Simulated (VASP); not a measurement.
# InAs (F-43m) in VASP: a series of runs

The runs below take InAs through single point, relaxation of cell and atoms, with PBEsol, r2SCAN.

All numbers are computed with VASP 6.6.1; they aren't measurements. Logs are shortened: lines on timing, memory, paths and dates and some standing lists are left out, and cuts for length are marked.

**Experimental background.**

A printed reference work, data compilation reports, for a bulk crystal of InAs at 4.2 K: band gap 0.418 eV (direct).

The runs below are set against these values where they give the same quantity.

## Step 1: The cell of the first run

The structure is cubic, space group F-43m (No. 216). Conventional cell: a = 6.088 Å, b = 6.088 Å, c = 6.088 Å, α = 90.00°, β = 90.00°, γ = 90.00°. Within 3.5 Å of In (site symmetry -43m) lie 4 As at 2.64 Å. As (site symmetry -43m) has 4 In at 2.64 Å within 3.5 Å.

## Step 2: Single point, PBEsol

The input, INCAR:

```
SYSTEM = InAs
ALGO     = Normal         ! electronic algorithm
EDIFF    = 1E-6           ! SCF threshold, eV
ENCUT    = 520            ! plane-wave cutoff, eV
GGA      = PS             ! functional
ISIF     = 2              ! what is computed and relaxed
ISMEAR   = 0              ! smearing method
LASPH    = .True.         ! aspherical terms in the spheres
LCHARG   = .False.        ! write CHGCAR
LREAL    = .False.        ! projectors in reciprocal space
LWAVE    = .False.        ! write WAVECAR
NBANDS   = 16             ! bands
NELM     = 80             ! most SCF steps
PREC     = Accurate       ! precision mode
SIGMA    = 0.1            ! smearing width, eV
```

The input, KPOINTS:

```
k-points
0
Gamma
  10 10 10
  0 0 0
```

The input, POSCAR:

```
InAs
1.0
    0.0000000000      3.0441511310      3.0441511310
    3.0441511310      0.0000000000      3.0441511310
    3.0441511310      3.0441511310      0.0000000000
In As
1 1
Direct
    1.0000000000      0.0000000000      0.0000000000
    0.2500000000      0.2500000000      0.2500000000
```

Potentials or basis: VASP PAW PBE potentials, release 64 (In_d, As).

The run is started by

```
$ cat potpaw_PBE.64/In_d/POTCAR potpaw_PBE.64/As/POTCAR > POTCAR
$ mpirun -np 1 vasp_std > vasp.out
```

OUTCAR:

```text
SYSTEM = InAs
   EDIFF = 1E-6
   ENCUT = 520
   GGA = PS
   ISIF = 2
   ISMEAR = 0
   LASPH = .True.
   LREAL = .False.
   NELM = 80
   PREC = Accurate

 ion  position               nearest neighbor table
   1  0.000  0.000  0.000-   2 2.64   2 2.64   2 2.64   2 2.64
   2  0.250  0.250  0.250-   1 2.64   1 2.64   1 2.64   1 2.64

  LATTYP: Found a face centered cubic cell.
 ALAT       =     6.0883022620

  Lattice vectors:

 A1 = (   0.0000000000,   3.0441511310,   3.0441511310)
 A2 = (   3.0441511310,   0.0000000000,   3.0441511310)
 A3 = (   3.0441511310,   3.0441511310,   0.0000000000)

Analysis of symmetry for initial positions (statically):
=====================================================================
 Subroutine PRICEL returns:
 Original cell was already a primitive cell.

 Routine SETGRP: Setting up the symmetry group for a
 face centered cubic supercell.

 Subroutine GETGRP returns: Found 24 space group operations
 (whereof 24 operations were pure point group operations)
 out of a pool of 48 trial point group operations.

The static configuration has the point symmetry T_d .

Analysis of symmetry for dynamics (positions and initial velocities):
=====================================================================
 Subroutine PRICEL returns:
 Original cell was already a primitive cell.

 Routine SETGRP: Setting up the symmetry group for a
 face centered cubic supercell.

 Subroutine GETGRP returns: Found 24 space group operations
 (whereof 24 operations were pure point group operations)
 out of a pool of 48 trial point group operations.

The dynamic configuration has the point symmetry T_d .

 Subroutine INISYM returns: Found 24 space group operations
 (whereof 24 operations are pure point group operations),
 and found     1 'primitive' translations

----------------------------------------------------------------------------------------

                                     Primitive cell

  volume of cell :      56.4194

  direct lattice vectors                    reciprocal lattice vectors
     0.000000000  3.044151131  3.044151131    -0.164249401  0.164249401  0.164249401
     3.044151131  0.000000000  3.044151131     0.164249401 -0.164249401  0.164249401
     3.044151131  3.044151131  0.000000000     0.164249401  0.164249401 -0.164249401

  length of vectors
     4.305079815  4.305079815  4.305079815     0.284488308  0.284488308  0.284488308

  position of ions in fractional coordinates (direct lattice)
     0.000000000  0.000000000  0.000000000
     0.250000000  0.250000000  0.250000000

  ion indices of the primitive-cell ions
   primitive index   ion index
                 1           1
                 2           2

----------------------------------------------------------------------------------------

 KPOINTS: k-points

Automatic generation of k-mesh.
 Grid dimensions read from file:
 generate k-points for:   10   10   10

 Generating k-lattice:

  Cartesian coordinates                     Fractional coordinates (reciprocal lattice)
    -0.016424940  0.016424940  0.016424940     0.100000000  0.000000000  0.000000000
     0.016424940 -0.016424940  0.016424940     0.000000000  0.100000000  0.000000000
     0.016424940  0.016424940 -0.016424940     0.000000000  0.000000000  0.100000000

  Length of vectors
     0.028448831  0.028448831  0.028448831

  Shift w.r.t. Gamma in fractional coordinates (k-lattice)
     0.000000000  0.000000000  0.000000000

 Subroutine IBZKPT returns following result:
 ===========================================

 Found     47 irreducible k-points:

 Following reciprocal coordinates:
            Coordinates               Weight
  0.000000  0.000000  0.000000      1.000000
  0.100000  0.000000  0.000000      8.000000
  0.200000  0.000000  0.000000      8.000000
  0.300000  0.000000  0.000000      8.000000
  0.400000  0.000000  0.000000      8.000000
  0.500000  0.000000  0.000000      4.000000
[... 16 lines left out ...]
  0.300000  0.300000  0.000000      6.000000
  0.400000  0.300000  0.000000     24.000000
 [... further k-points ...]
   k-points           NKPTS =     47   k-points in BZ     NKDIM =     47   number of bands    NBANDS=     16
   number of dos      NEDOS =    301   number of ions     NIONS =      2
   total plane-waves  NPLWV =  32768
   dimension x,y,z NGX =    32 NGY =   32 NGZ =   32
   dimension x,y,z NGXF=    64 NGYF=   64 NGZF=   64
   ions per type =               1   1
   NGX,Y,Z   is equivalent  to a cutoff of  12.36, 12.36, 12.36 a.u.
   NGXF,Y,Z  is equivalent  to a cutoff of  24.71, 24.71, 24.71 a.u.
 SYSTEM =  InAs
   PREC   = accura    normal or accurate (medium, high low for compatibility)
   ISTART =      0    job   : 0-new  1-cont  2-samecut
   ICHARG =      2    charge: 1-file 2-atom 10-const
   ISPIN  =      1    spin polarized calculation?
   LNONCOLLINEAR =      F non collinear calculations
   LSORBIT =      F    spin-orbit coupling
   LASPH  =      T    aspherical Exc in radial PAW
   ENCUT  =  520.0 eV  38.22 Ry    6.18 a.u.   8.00  8.00  8.00*2*pi/ulx,y,z
   NELM   =     80;   NELMIN=  2; NELMDL= -5     # of ELM steps
   EDIFF  = 0.1E-05   stopping-criterion for ELM
   LREAL  =      F    real-space projection
   EDIFFG = 0.1E-04   stopping-criterion for IOM
   NSW    =      0    number of steps for IOM
   IBRION =     -1    ionic relax: 0-MD 1-quasi-New 2-CG
   NFREE  =      0    steps in history (QN), initial steepest desc. (CG)
   ISIF   =      2    stress and relaxation
   ISYM   =      2    0-nonsym 1-usesym 2-fastsym
   POTIM  = 0.5000    time-step for ionic-motion
   TEBEG  =    0.0;   TEEND  =   0.0 temperature during run
   PSTRESS=    0.0 pullay stress
   NELECT =      18.0000    total number of electrons
   NUPDOWN=      -1.0000    fix difference up-down
   EMIN   =  10.00;   EMAX   =-10.00  energy-range for DOS
   EFERMI =   0.00;   METHOD = LEGACY
   ISMEAR =     0;   SIGMA  =   0.10  broadening in eV -4-tet -1-fermi 0-gaus
   EFERMI_NEDOS =   21; number of points for ismear=-14 and -15
   IALGO  =     38    algorithm
   IMIX   =      4    mixing-type and parameters
     AMIX     =   0.40;   BMIX     =  1.00
     AMIX_MAG =   1.60;   BMIX_MAG =  1.00
  volume/ion in A,a.u.               =      28.21       190.37
  Fermi-wavevector in a.u.,A,eV,Ry     =   1.118638  2.113919 17.025655  1.251350
  Thomas-Fermi vector in A             =   2.255270
   LORBIT       =      0    0 simple, 1 ext, 2 COOP (PROOUT), +10 PAW based schemes
   GGA     = PS    functional components
   LHFCALC =     F    Hartree Fock is set to
   AEXX    =    0.0000 exact exchange contribution
   IVDW    =     0    specifies the selected vdW correction
   LEPSILON=     F    determine dielectric tensor
   LRPA    =     F    only Hartree local field effects (RPA)
 non-spin polarized calculation
 Gauss-broadening in eV      SIGMA  =   0.10
  energy-cutoff  :      520.00
  volume of cell :       56.42
 maximum number of plane-waves:      1533
   NGX = 17   NGY = 17   NGZ = 17

 number of electron      17.9999992 magnetization

 Free energy of the ion-electron system (eV)
  ---------------------------------------------------
  ext. energy  EPLUGINS =         0.00000000
  ---------------------------------------------------
  free energy    TOTEN  =        -8.48998249 eV

  energy without entropy =       -8.48977016  energy(sigma->0) =       -8.48987633

 E-fermi :   4.2111     XC(G=0):  -9.1956

 val. band max:        4.1684185041   @ k =   0.0000   0.0000   0.0000
 cond. band min:       4.9995068463   @ k =   0.5000   0.0000   0.0000
 fundamental gap:      0.8310883421
 Fermi energy:         4.2111267350

 k-point     1 :       0.0000    0.0000    0.0000
  band No.  band energies     occupation
      1     -10.1225      2.00000
      2     -10.1225      2.00000
      3     -10.1225      2.00000
      4     -10.0029      2.00000
      5     -10.0029      2.00000
      6      -7.5912      2.00000
[... 8 lines left out ...]
     15      13.7812      0.00000
     16      13.7812      0.00000

 k-point     2 :       0.1000    0.0000    0.0000
  band No.  band energies     occupation
      1     -10.1351      2.00000
      2     -10.1189      2.00000
      3     -10.1189      2.00000
      4     -10.0030      2.00000
      5     -10.0030      2.00000
      6      -7.4899      2.00000
[... 8 lines left out ...]
     15      13.0564      0.00000
     16      13.0564      0.00000

 k-point     3 :       0.2000    0.0000    0.0000
  band No.  band energies     occupation
      1     -10.1665      2.00000
      2     -10.1101      2.00000
      3     -10.1101      2.00000
      4     -10.0027      2.00000
      5     -10.0027      2.00000
      6      -7.2027      2.00000
[... 8 lines left out ...]
     15      12.5996      0.00000
     16      12.5996      0.00000

 k-point     4 :       0.3000    0.0000    0.0000
  band No.  band energies     occupation
      1     -10.2026      2.00000
      2     -10.1006      2.00000
      3     -10.1006      2.00000
      4     -10.0005      2.00000
      5     -10.0005      2.00000
      6      -6.7852      2.00000
[... 8 lines left out ...]
     15      12.8818      0.00000
     16      12.8818      0.00000

 k-point     5 :       0.4000    0.0000    0.0000
  band No.  band energies     occupation
      1     -10.2302      2.00000
      2     -10.0946      2.00000
      3     -10.0946      2.00000
      4      -9.9971      2.00000
      5      -9.9971      2.00000
      6      -6.3631      2.00000
[... 8 lines left out ...]
     15      13.8527      0.00000
     16      13.8527      0.00000

 k-point     6 :       0.5000    0.0000    0.0000
  band No.  band energies     occupation
      1     -10.2404      2.00000
      2     -10.0927      2.00000
      3     -10.0927      2.00000
      4      -9.9953      2.00000
      5      -9.9953      2.00000
      6      -6.1683      2.00000
[... 8 lines left out ...]
     15      14.7895      0.00000
     16      14.7895      0.00000
[... 267 lines left out ...]
 k-point    21 :      -0.3000    0.2000    0.0000
  band No.  band energies     occupation
      1     -10.2379      2.00000
      2     -10.0875      2.00000
      3     -10.0843      2.00000
      4     -10.0038      2.00000
      5     -10.0002      2.00000
      6      -6.2414      2.00000
[... 8 lines left out ...]
     15      13.6154      0.00000
     16      14.9915      0.00000

 k-point    22 :      -0.2000    0.2000    0.0000
  band No.  band energies     occupation
      1     -10.2141      2.00000
      2     -10.0952      2.00000
      3     -10.0926      2.00000
      4     -10.0069      2.00000
      5      -9.9984      2.00000
      6      -6.6432      2.00000
[... 8 lines left out ...]
     15      13.8067      0.00000
     16      14.5661      0.00000

 k-point    23 :       0.3000    0.3000    0.0000
  band No.  band energies     occupation
      1     -10.2446      2.00000
      2     -10.0729      2.00000
      3     -10.0729      2.00000
      4     -10.0253      2.00000
      5      -9.9888      2.00000
      6      -6.5154      2.00000
[... 8 lines left out ...]
     15      14.7090      0.00000
     16      15.7976      0.00000

 k-point    24 :       0.4000    0.3000    0.0000
  band No.  band energies     occupation
      1     -10.2643      2.00000
      2     -10.0659      2.00000
      3     -10.0637      2.00000
      4     -10.0280      2.00000
      5      -9.9866      2.00000
      6      -6.1772      2.00000
[... 8 lines left out ...]
     15      15.1698      0.00000
     16      16.0002      0.00000

 [... further k-points ...]

------------------------ aborting loop because EDIFF is reached ----------------------------------------

  FORCE on cell =-STRESS in cart. coord.  units (eV):
  Direction    XX          YY          ZZ          XY          YZ          ZX
  --------------------------------------------------------------------------------------
  -------------------------------------------------------------------------------------
  Total        0.0183810      0.0183810      0.0183810     -0.0000000      0.0000000     -0.0000000
  in kB        0.5219754      0.5219754      0.5219754     -0.0000000      0.0000000     -0.0000000
  external PRESSURE =       0.5219754 kB  Pullay stress =       0.0000000 kB

 VOLUME and BASIS-vectors are now :
 -----------------------------------------------------------------------------
  energy-cutoff  :      520.00
  volume of cell :       56.42
      direct lattice vectors                 reciprocal lattice vectors
     0.000000000  3.044151131  3.044151131    -0.164249401  0.164249401  0.164249401
     3.044151131  0.000000000  3.044151131     0.164249401 -0.164249401  0.164249401
     3.044151131  3.044151131  0.000000000     0.164249401  0.164249401 -0.164249401

 POSITION                                       TOTAL-FORCE (eV/Angst)
 -----------------------------------------------------------------------------------
      0.00000      0.00000      0.00000        -0.000000      0.000000     -0.000000
      1.52208      1.52208      1.52208         0.000000     -0.000000      0.000000
 -----------------------------------------------------------------------------------
    total drift:                               -0.000000     -0.000000     -0.000000

  FREE ENERGIE OF THE ION-ELECTRON SYSTEM (eV)
  ---------------------------------------------------
  free  energy   TOTEN  =        -8.4899824912 eV

  energy  without entropy=       -8.4897701634  energy(sigma->0) =       -8.48987633
```

It took 34 s on 1 thread of Intel Xeon 8259CL, shared host; peak memory 0.2 GiB.

Results:

| Quantity | Value |
| --- | --- |
| Free energy | -8.4900 eV |
| Pressure | 0.1 GPa |
| Band gap on the k mesh | zero (filled and empty bands touch) |

Levels at points of the mesh, in eV from the Fermi level:
| k point | band 5 | band 6 | band 7 | band 8 | band 9 | band 10 | band 11 | band 12 | band 13 | band 14 |
| --- | --- | --- | --- | --- | --- | --- | --- | --- | --- | --- |
| (0.00, 0.00, 0.00) | -14.21 | -11.80 | -0.43 | -0.04 | -0.04 | -0.04 | 3.80 | 3.80 | 3.80 | 7.21 |
| (0.50, 0.00, 0.00) | -14.21 | -10.38 | -5.75 | -1.01 | -1.01 | 0.79 | 4.57 | 4.57 | 6.65 | 8.76 |
| (0.50, 0.50, 0.00) | -14.19 | -9.86 | -5.84 | -2.32 | -2.32 | 1.43 | 1.94 | 8.90 | 9.04 | 9.04 |

Caveat: semilocal functionals underestimate gaps, so a narrow gap can read as zero; the PAW data sets were made with another functional, which shifts forces and pressure a little; spin-orbit coupling is left out, which moves the levels of the heavy elements.

## Step 3: Single point, r2SCAN

POSCAR is that of step 2.

The input, INCAR.step1:

```
  ALGO = Normal
  EDIFF = 1E-4
  ENCUT = 520
  GGA = PE
  ISMEAR = 0
  LASPH = T
  LCHARG = F
  LREAL = F
  LWAVE = T
  NBANDS = 16
  NELM = 100
  PREC = Accurate
  SIGMA = 0.1
```

The input, INCAR.step2:

```
  ALGO = Normal
  EDIFF = 1E-7
  ENCUT = 520
  ISIF = 2
  ISMEAR = 0
  ISTART = 1
  LASPH = T
  LCHARG = F
  LMIXTAU = T
  LREAL = F
  LWAVE = F
  METAGGA = R2SCAN
  NBANDS = 16
  NELM = 100
  PREC = Accurate
  SIGMA = 0.1
```

The input, KPOINTS:

```
k-points
0
Gamma
  10 10 10
```

Potentials or basis: VASP PAW PBE potentials, release 64 (In_d, As).

The run is started by

```
$ cat potpaw_PBE.64/In_d/POTCAR potpaw_PBE.64/As/POTCAR > POTCAR
$ cp INCAR.step1 INCAR
$ mpirun -np 1 vasp_std > vasp.out
$ cp INCAR.step2 INCAR
$ mpirun -np 1 vasp_std > vasp.out
```

It took 2.5 min on 1 thread of Intel Xeon 8259CL, shared host; peak memory 0.21 GiB.

Results (log left out):

- Free energy: -38.0602 eV
- Pressure: 0.6 GPa
- Band gap on the k mesh: 0.14 eV

Levels at points of the mesh, in eV from the valence-band top:
```csv
k point,band 7,band 8,band 9,band 10,band 11,band 12
"(0.00, 0.00, 0.00)",0.00,0.00,0.00,0.14,4.26,4.26
"(0.50, 0.00, 0.00)",-5.77,-0.99,-0.99,1.27,5.03,5.03
"(0.50, 0.50, 0.00)",-5.85,-2.32,-2.32,1.86,2.35,9.70
```

Caveat: the PAW data sets were made with another functional, which shifts forces and pressure a little; spin-orbit coupling is left out, which moves the levels of the heavy elements.

(Continued in part 2 of 2.)
